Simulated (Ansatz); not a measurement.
Trial inputs on Ti

The reference input for Ansatz (plane-wave DFT with PAW):

```yaml
crystal:
  lattice:
    - [0.0, 2.03, 2.03]
    - [2.03, 0.0, 2.03]
    - [2.03, 2.03, 0.0]
  atoms:
    - { symbol: Ti, position: [0.0, 0.0, 0.0] }
basis:
  ecutwfc: 420
kpoints:
  mp_grid: { grid: [6, 6, 6] }
hamiltonian:
  xc: pbe
scf:
  occupations: { method: gaussian, width: 0.1 }
output:
  forces: true
  stress: true
  eigenvalues: true
```

Command:

```bash
ansatz run input.yaml --threads 1 --pin off --max-ram 1331MiB --backend cpu --events-out ev --progress --plain --runs-dir out
```

The run converges in 6 SCF iterations on 16 irreducible k-points: pressure 5.06 GPa, no gap.

The inputs are trials, many of them unsound on purpose. Their numbers show the effect of the settings and aren't properties of the material. Each trial's input is given as a difference from the reference's; energies are extrapolated to zero smearing where there is one, and pressure is positive in compression.

Trial 1:

```diff
 crystal:
   atoms:
-    - { symbol: Ti, position: [0.0, 0.0, 0.0] }
+    - { symbol: Ti, position: [0.0, 0.0, 0.0], spin: 4.0 }
 hamiltonian:
+  dispersion: d4
 scf:
-  occupations: { method: gaussian, width: 0.1 }
+  occupations: { method: tetrahedron_uncorrected }
+  lower_state_search: "off"
 output:
+  populations: true
+magnetization:
+  spin_polarized: true
```

What happens?

The run converges in 18 SCF iterations on 16 irreducible k-points: pressure 3.59 GPa, no gap, cell moment 0.00 μB. It warns that the printed bands weren't solved further after the SCF; that the starting moments were lost.

Trial 2 (the one atom moved, which only shifts the crystal as a whole):

```diff
 crystal:
   atoms:
-    - { symbol: Ti, position: [0.0, 0.0, 0.0] }
+    - { symbol: Ti, position: [0.0123152709, 0.0123152709, -0.0123152709] }
 hamiltonian:
-  xc: pbe
+  xc: rpbe
 scf:
-  occupations: { method: gaussian, width: 0.1 }
+  occupations: { method: gaussian, width: "0.02 Ry" }
```

How does this run end?

The run converges in 6 SCF iterations on 16 irreducible k-points: pressure 8.54 GPa, no gap.